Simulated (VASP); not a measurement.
# ZnSe (Stilleite) (F-43m) in VASP: further runs

The runs below take ZnSe (Stilleite) through G0W0 quasiparticle levels, with PBE.

All numbers are computed with VASP 6.6.1; they aren't measurements. Logs are shortened: lines on timing, memory, paths and dates and some standing lists are left out, and cuts for length are marked.

**1. The crystal as given**

Symmetry: F-43m, No. 216, cubic system. Conventional cell: a = 5.668 Å, b = 5.668 Å, c = 5.668 Å, α = 90.00°, β = 90.00°, γ = 90.00°. Se (site symmetry -43m) has 4 Zn at 2.45 Å as nearest neighbours. Around Zn (site symmetry -43m) lie 4 Se at 2.45 Å.

**2. G0W0 quasiparticle levels, PBE**

Contents of POSCAR:

```
ZnSe
1.0
    0.0000000000      2.8338000000      2.8338000000
    2.8338000000      0.0000000000      2.8338000000
    2.8338000000      2.8338000000      0.0000000000
Se Zn
1 1
Direct
    0.7500000000      0.7500000000      0.7500000000
    0.0000000000      0.0000000000      0.0000000000
```

Contents of INCAR.step1:

```
ALGO = Normal
EDIFF = 1E-8
ENCUT = 450
GGA = PE
ISMEAR = 0
LASPH = T
LCHARG = F
LREAL = F
LWAVE = T
NELM = 100
PREC = Accurate
SIGMA = 0.01
```

Contents of INCAR.step2:

```
ALGO = Exact
EDIFF = 1E-8
ENCUT = 450
GGA = PE
ISMEAR = 0
ISTART = 1
LASPH = T
LCHARG = F
LOPTICS = T
LREAL = F
LWAVE = T
NBANDS = 191
NELM = 1
PREC = Accurate
SIGMA = 0.01
```

Contents of INCAR.step3:

```
ALGO = EVGW0
EDIFF = 1E-8
ENCUT = 450
ENCUTGW = 150
GGA = PE
ISMEAR = 0
ISTART = 1
LASPH = T
LCHARG = F
LREAL = F
LWAVE = F
NBANDS = 191
NBANDSGW = 17
NELMGW = 1
NOMEGA = 48
PREC = Accurate
PRECFOCK = Fast
SIGMA = 0.01
```

Contents of KPOINTS:

```
k-points
0
Gamma
  3 3 3
```

Potentials or basis: VASP PAW PBE potentials, release 64 (Se_GW, Zn_GW).

Run with:

```bash
$ cat potpaw_PBE.64/Se_GW/POTCAR potpaw_PBE.64/Zn_GW/POTCAR > POTCAR
$ cp INCAR.step1 INCAR
$ mpirun -np 1 vasp_std > vasp.out
$ cp INCAR.step2 INCAR
$ mpirun -np 1 vasp_std > vasp.out
$ cp INCAR.step3 INCAR
$ mpirun -np 1 vasp_std > vasp.out
```

OUTCAR:

```text
EDIFF = 1E-8
   ENCUT = 450
   ENCUTGW = 150
   GGA = PE
   ISMEAR = 0
   ISTART = 1
   LASPH = T
   LREAL = F
   NELMGW = 1
   PREC = Accurate
   PRECFOCK = Fast

 Found      4 irreducible k-points:

 Following reciprocal coordinates:
            Coordinates               Weight
  0.000000  0.000000  0.000000      1.000000
  0.333333  0.000000  0.000000      8.000000
  0.333333  0.333333  0.000000      6.000000
 -0.333333  0.333333  0.000000     12.000000
   k-points           NKPTS =      4   k-points in BZ     NKDIM =     27   number of bands    NBANDS=    191
   number of dos      NEDOS =    301   number of ions     NIONS =      2
   total plane-waves  NPLWV =  21952
   dimension x,y,z NGX =    28 NGY =   28 NGZ =   28
   dimension x,y,z NGXF=    56 NGYF=   56 NGZF=   56
   ions per type =               1   1
   NGX,Y,Z   is equivalent  to a cutoff of  11.62, 11.62, 11.62 a.u.
   NGXF,Y,Z  is equivalent  to a cutoff of  23.23, 23.23, 23.23 a.u.
 SYSTEM =  unknown system
   PREC   = accura    normal or accurate (medium, high low for compatibility)
   ISTART =      1    job   : 0-new  1-cont  2-samecut
   ICHARG =      0    charge: 1-file 2-atom 10-const
   ISPIN  =      1    spin polarized calculation?
   LNONCOLLINEAR =      F non collinear calculations
   LSORBIT =      F    spin-orbit coupling
   LASPH  =      T    aspherical Exc in radial PAW
   ENCUT  =  450.0 eV  33.07 Ry    5.75 a.u.   6.93  6.93  6.93*2*pi/ulx,y,z
   NELM   =     60;   NELMIN=  2; NELMDL=  0     # of ELM steps
   EDIFF  = 0.1E-07   stopping-criterion for ELM
   LREAL  =      F    real-space projection
   EDIFFG = 0.1E-06   stopping-criterion for IOM
   NSW    =      0    number of steps for IOM
   IBRION =     -1    ionic relax: 0-MD 1-quasi-New 2-CG
   NFREE  =      0    steps in history (QN), initial steepest desc. (CG)
   ISIF   =      0    stress and relaxation
   ISYM   =      3    0-nonsym 1-usesym 2-fastsym
   POTIM  = 0.5000    time-step for ionic-motion
   TEBEG  =    0.0;   TEEND  =   0.0 temperature during run
   PSTRESS=    0.0 pullay stress
   NELECT =      18.0000    total number of electrons
   NUPDOWN=      -1.0000    fix difference up-down
   EMIN   =  10.00;   EMAX   =-10.00  energy-range for DOS
   EFERMI =   0.00;   METHOD = LEGACY
   ISMEAR =     0;   SIGMA  =   0.01  broadening in eV -4-tet -1-fermi 0-gaus
   EFERMI_NEDOS =   21; number of points for ismear=-14 and -15
   IALGO  =     38    algorithm
   IMIX   =      4    mixing-type and parameters
     AMIX     =   0.40;   BMIX     =  1.00
     AMIX_MAG =   1.60;   BMIX_MAG =  1.00
  volume/ion in A,a.u.               =      22.76       153.57
  Fermi-wavevector in a.u.,A,eV,Ry     =   1.201673  2.270834 19.647073  1.444019
  Thomas-Fermi vector in A             =   2.337476
   LORBIT       =      0    0 simple, 1 ext, 2 COOP (PROOUT), +10 PAW based schemes
   GGA     = PE    functional components
   LHFCALC =     T    Hartree Fock is set to
   PRECFOCK=fast      Normal, Fast or Accurate (Low or Medium for compatibility)
   ENCUT4O =  -1.0   cutoff for four orbital integrals eV
   NKREDX  =     1    reduce k-point grid by
   NKREDY  =     1    reduce k-point grid by
   NKREDZ  =     1    reduce k-point grid by
   AEXX    =    1.0000 exact exchange contribution
   HFSCREEN=    0.0000 screening length (either q_TF or 0.3 A-1)
   HFSCREENC=   0.0000 screening length for correlation (either q_TF or 0.3 A-1)
   ENCUTFOCK=  -1.0 apply spherical cutoff to Coloumb kernel
   IVDW    =     0    specifies the selected vdW correction
   LEPSILON=     F    determine dielectric tensor
   LRPA    =     F    only Hartree local field effects (RPA)
   LRPAFORCE           =     F    calculate RPA forces
   ENCUTGW             = 150.0    cutoff for response function in eV
   ENCUTGWSOFT         = 120.0    soft cutoff for Coulomb kernel in GW response function in eV
   ENCUTLF             =  -1.0    cutoff for local field effects
   NELMGW              =     1    number of iterations in solving QP/BSE equation
   NELMHF              =     1    number of iterations in the inner HF iteration
   NKREDLFX            =     1    NKREDLFY  =   1   NKREDLFZ  =   1
 non-spin polarized calculation
 Gauss-broadening in eV      SIGMA  =   0.01
  energy-cutoff  :      450.00
  volume of cell :       45.51
 maximum number of plane-waves:      1002
  NGX = 16; NGY = 16; NGZ = 16
   NGX = 13   NGY = 13   NGZ = 13
 maximum number of plane-waves:       194

 QP shifts <psi_nk| G(iteration)W_0 |psi_nk>: iteration 1
 for sc-GW calculations column KS-energies equals QP-energies in previous step
 and V_xc(KS)=  KS-energies - (<T + V_ion + V_H > + <T+V_H+V_ion>^1  + <V_x>^1)

 k-point   1 :       0.0000    0.0000    0.0000
  band No.  KS-energies  QP-energies   sigma(KS)   V_xc(KS)     V^pw_x(r,r')   Z            occupation Imag(sigma)

      1     -10.5025     -11.0963     -13.2040     -12.3078     -19.8306       0.6626       2.0000       1.1112
      2      -3.8950      -5.4206     -21.9931     -19.7053     -30.8897       0.6669       2.0000       0.2208
      3      -3.8950      -5.4206     -21.9931     -19.7053     -30.8897       0.6669       2.0000       0.2208
      4      -3.8950      -5.4206     -21.9931     -19.7053     -30.8897       0.6669       2.0000       0.2208
      5      -3.5352      -5.1284     -22.8706     -20.4968     -32.0216       0.6711       2.0000       0.2000
      6      -3.5352      -5.1284     -22.8706     -20.4968     -32.0216       0.6711       2.0000       0.2000
[... 9 lines left out ...]
     16      14.1442      14.2757     -10.1417     -10.3197      -4.9907       0.7391       0.0000      -0.2388
     17      15.7309      15.5005      -7.8689      -7.5616      -2.2362       0.7496       0.0000      -0.4865

 k-point   2 :       0.3333    0.0000    0.0000
  band No.  KS-energies  QP-energies   sigma(KS)   V_xc(KS)     V^pw_x(r,r')   Z            occupation Imag(sigma)

      1      -9.9290     -10.4939     -13.5822     -12.7264     -20.0665       0.6600       2.0000       1.0091
      2      -3.8250      -5.3606     -22.1353     -19.8401     -31.0693       0.6691       2.0000       0.2187
      3      -3.8250      -5.3606     -22.1353     -19.8401     -31.0693       0.6691       2.0000       0.2187
      4      -3.7224      -5.2088     -21.1640     -18.9596     -29.5970       0.6743       2.0000       0.2245
      5      -3.5286      -5.1277     -22.8856     -20.5138     -32.0526       0.6742       2.0000       0.2012
      6      -3.5286      -5.1277     -22.8856     -20.5138     -32.0526       0.6742       2.0000       0.2012
[... 9 lines left out ...]
     16      13.7323      13.7722      -9.5509      -9.6043      -4.3199       0.7481       0.0000      -0.2572
     17      18.1579      18.2318      -9.2826      -9.3821      -2.9821       0.7437       0.0000      -0.6621

 k-point   3 :       0.3333    0.3333    0.0000
  band No.  KS-energies  QP-energies   sigma(KS)   V_xc(KS)     V^pw_x(r,r')   Z            occupation Imag(sigma)

      1      -9.7351     -10.2962     -13.7240     -12.8763     -20.1594       0.6620       2.0000       0.9684
      2      -3.8848      -5.3388     -20.6933     -18.5260     -28.9470       0.6709       2.0000       0.2240
      3      -3.7209      -5.2757     -22.3964     -20.0822     -31.4143       0.6718       2.0000       0.2178
      4      -3.7209      -5.2757     -22.3964     -20.0822     -31.4143       0.6718       2.0000       0.2178
      5      -3.5311      -5.1040     -22.5803     -20.2425     -31.6336       0.6728       2.0000       0.2073
      6      -3.4995      -5.1063     -22.9503     -20.5767     -32.1335       0.6770       2.0000       0.1995
[... 9 lines left out ...]
     16      17.9374      17.9845      -8.9491      -9.0119      -2.8043       0.7496       0.0000      -0.6184
     17      19.3955      19.3935      -9.5295      -9.5269      -3.5001       0.7524       0.0000      -0.7678

 k-point   4 :      -0.3333    0.3333    0.0000
  band No.  KS-energies  QP-energies   sigma(KS)   V_xc(KS)     V^pw_x(r,r')   Z            occupation Imag(sigma)

      1      -9.4978     -10.0596     -13.9640     -13.1236     -20.3582       0.6685       2.0000       0.9264
      2      -3.7977      -5.3247     -21.8182     -19.5462     -30.5782       0.6721       2.0000       0.2177
      3      -3.7177      -5.2716     -22.3989     -20.0899     -31.4135       0.6730       2.0000       0.2167
      4      -3.5758      -5.1662     -22.7556     -20.3898     -31.9116       0.6722       2.0000       0.2077
      5      -3.5272      -5.1278     -22.8750     -20.5059     -32.0440       0.6756       2.0000       0.2016
      6      -3.2992      -4.8458     -22.5089     -20.2218     -31.4303       0.6762       2.0000       0.2157
[... 9 lines left out ...]
     16      18.2675      18.2579      -8.9760      -8.9631      -2.8492       0.7447       0.0000      -0.6297
     17      18.9634      18.8649      -8.5786      -8.4479      -2.5833       0.7539       0.0000      -0.6558
```

It took 46 s on 1 thread of AMD EPYC 9R45 (Zen 5), shared host; peak memory 0.26 GiB.

The run converged, but some of its settings lie outside the range that counts as converged, so its numbers aren't taken as properties of the crystal.

Results:

```yaml
Band_gap_on_the_k_mesh_mean-field_level: 1.24 eV, direct
Quasiparticle_gap: 2.33 eV
Least_direct_quasiparticle_gap: 2.33 eV
```

Caveat: the k mesh is coarse (spacing up to 0.64 Å⁻¹), so the values aren't converged; bands, screening cutoff and mesh are small and nothing is extrapolated, so the quasiparticle values aren't converged.

**3. G0W0 quasiparticle levels, PBE**

POSCAR is that of step 2.

INCAR.step1 is that of step 2.

INCAR.step2 is that of step 2.

Edit INCAR.step3 of step 2 so:

```diff
@@ -3,3 +3,3 @@
 ENCUT = 450
-ENCUTGW = 150
+ENCUTGW = 260
 GGA = PE
```

KPOINTS is that of step 2.

Potentials or basis: VASP PAW PBE potentials, release 64 (Se_GW, Zn_GW).

Run with:

```bash
$ cat potpaw_PBE.64/Se_GW/POTCAR potpaw_PBE.64/Zn_GW/POTCAR > POTCAR
$ cp INCAR.step1 INCAR
$ mpirun -np 1 vasp_std > vasp.out
$ cp INCAR.step2 INCAR
$ mpirun -np 1 vasp_std > vasp.out
$ cp INCAR.step3 INCAR
$ mpirun -np 1 vasp_std > vasp.out
```

OUTCAR:

```text
EDIFF = 1E-8
   ENCUT = 450
   ENCUTGW = 260
   GGA = PE
   ISMEAR = 0
   ISTART = 1
   LASPH = T
   LREAL = F
   NELMGW = 1
   PREC = Accurate
   PRECFOCK = Fast

 Found      4 irreducible k-points:

 Following reciprocal coordinates:
            Coordinates               Weight
  0.000000  0.000000  0.000000      1.000000
  0.333333  0.000000  0.000000      8.000000
  0.333333  0.333333  0.000000      6.000000
 -0.333333  0.333333  0.000000     12.000000
   k-points           NKPTS =      4   k-points in BZ     NKDIM =     27   number of bands    NBANDS=    191
   number of dos      NEDOS =    301   number of ions     NIONS =      2
   total plane-waves  NPLWV =  21952
   dimension x,y,z NGX =    28 NGY =   28 NGZ =   28
   dimension x,y,z NGXF=    56 NGYF=   56 NGZF=   56
   ions per type =               1   1
   NGX,Y,Z   is equivalent  to a cutoff of  11.62, 11.62, 11.62 a.u.
   NGXF,Y,Z  is equivalent  to a cutoff of  23.23, 23.23, 23.23 a.u.
 SYSTEM =  unknown system
   PREC   = accura    normal or accurate (medium, high low for compatibility)
[... 32 lines left out ...]
   LORBIT       =      0    0 simple, 1 ext, 2 COOP (PROOUT), +10 PAW based schemes
   GGA     = PE    functional components
   LHFCALC =     T    Hartree Fock is set to
   PRECFOCK=fast      Normal, Fast or Accurate (Low or Medium for compatibility)
   ENCUT4O =  -1.0   cutoff for four orbital integrals eV
   NKREDX  =     1    reduce k-point grid by
   NKREDY  =     1    reduce k-point grid by
   NKREDZ  =     1    reduce k-point grid by
   AEXX    =    1.0000 exact exchange contribution
   HFSCREEN=    0.0000 screening length (either q_TF or 0.3 A-1)
   HFSCREENC=   0.0000 screening length for correlation (either q_TF or 0.3 A-1)
   ENCUTFOCK=  -1.0 apply spherical cutoff to Coloumb kernel
   IVDW    =     0    specifies the selected vdW correction
   LEPSILON=     F    determine dielectric tensor
   LRPA    =     F    only Hartree local field effects (RPA)
   LRPAFORCE           =     F    calculate RPA forces
   ENCUTGW             = 260.0    cutoff for response function in eV
   ENCUTGWSOFT         = 208.0    soft cutoff for Coulomb kernel in GW response function in eV
   ENCUTLF             =  -1.0    cutoff for local field effects
   NELMGW              =     1    number of iterations in solving QP/BSE equation
   NELMHF              =     1    number of iterations in the inner HF iteration
   NKREDLFX            =     1    NKREDLFY  =   1   NKREDLFZ  =   1
 non-spin polarized calculation
 Gauss-broadening in eV      SIGMA  =   0.01
  energy-cutoff  :      450.00
  volume of cell :       45.51
 maximum number of plane-waves:      1002
  NGX = 16; NGY = 16; NGZ = 16
   NGX = 13   NGY = 13   NGZ = 13
 maximum number of plane-waves:       444

 QP shifts <psi_nk| G(iteration)W_0 |psi_nk>: iteration 1
 for sc-GW calculations column KS-energies equals QP-energies in previous step
 and V_xc(KS)=  KS-energies - (<T + V_ion + V_H > + <T+V_H+V_ion>^1  + <V_x>^1)

 k-point   1 :       0.0000    0.0000    0.0000
  band No.  KS-energies  QP-energies   sigma(KS)   V_xc(KS)     V^pw_x(r,r')   Z            occupation Imag(sigma)

      1     -10.5025     -11.1601     -13.3002     -12.3078     -19.8306       0.6626       2.0000       1.0226
      2      -3.8950      -5.3122     -21.8364     -19.7053     -30.8897       0.6650       2.0000       0.2154
      3      -3.8950      -5.3122     -21.8364     -19.7053     -30.8897       0.6650       2.0000       0.2154
      4      -3.8950      -5.3122     -21.8364     -19.7053     -30.8897       0.6650       2.0000       0.2154
      5      -3.5352      -5.0078     -22.6972     -20.4968     -32.0216       0.6692       2.0000       0.1957
      6      -3.5352      -5.0078     -22.6972     -20.4968     -32.0216       0.6692       2.0000       0.1957
[... 59 lines left out ...]
      3      -3.7177      -5.1568     -22.2340     -20.0899     -31.4135       0.6712       2.0000       0.2124
      4      -3.5758      -5.0452     -22.5820     -20.3898     -31.9116       0.6703       2.0000       0.2046
      5      -3.5272      -5.0058     -22.7008     -20.5059     -32.0440       0.6737       2.0000       0.1976
      6      -3.2992      -4.7287     -22.3417     -20.2218     -31.4303       0.6743       2.0000       0.2129
[... 9 lines left out ...]
     16      18.2675      18.2478      -8.9896      -8.9631      -2.8492       0.7447       0.0000      -0.6293
     17      18.9634      18.8650      -8.5784      -8.4479      -2.5833       0.7538       0.0000      -0.6553
```

OUTCAR.step1:

```text
EDIFF = 1E-8
   ENCUT = 450
   GGA = PE
   ISMEAR = 0
   LASPH = T
[... 170 lines left out ...]
 -----------------------------------------------------------------------------------
      4.25070      4.25070      4.25070        -0.000000     -0.000000     -0.000000
      0.00000      0.00000      0.00000         0.000000      0.000000      0.000000
 -----------------------------------------------------------------------------------
    total drift:                               -0.000001     -0.000001     -0.000001

  FREE ENERGIE OF THE ION-ELECTRON SYSTEM (eV)
  ---------------------------------------------------
  free  energy   TOTEN  =        -5.7435854918 eV

  energy  without entropy=       -5.7435854918  energy(sigma->0) =       -5.74358549
```

Wall time 81 s (1 thread of AMD EPYC 9R45 (Zen 5), shared host); peak memory 0.49 GiB.

The run converged, but some of its settings lie outside the range that counts as converged, so its numbers aren't taken as properties of the crystal.

What came out:

```yaml
Band_gap_on_the_k_mesh_mean-field_level: 1.24 eV, direct
Quasiparticle_gap: 2.32 eV
Least_direct_quasiparticle_gap: 2.32 eV
```

Caveat: the k mesh is coarse (spacing up to 0.64 Å⁻¹), so the values aren't converged; bands, screening cutoff and mesh are small and nothing is extrapolated, so the quasiparticle values aren't converged.

**4. For comparison**

An earlier run on the cell as given: functional PBE; potentials or basis VASP PAW PBE potentials, release 64 (Se, Zn); cutoff 520 eV; k mesh 8 × 8 × 8; occupations fermi-dirac, width 0.05 eV; no spin polarisation.

* Pressure: 2.3 GPa
* Band gap on the k mesh: 1.29 eV, direct
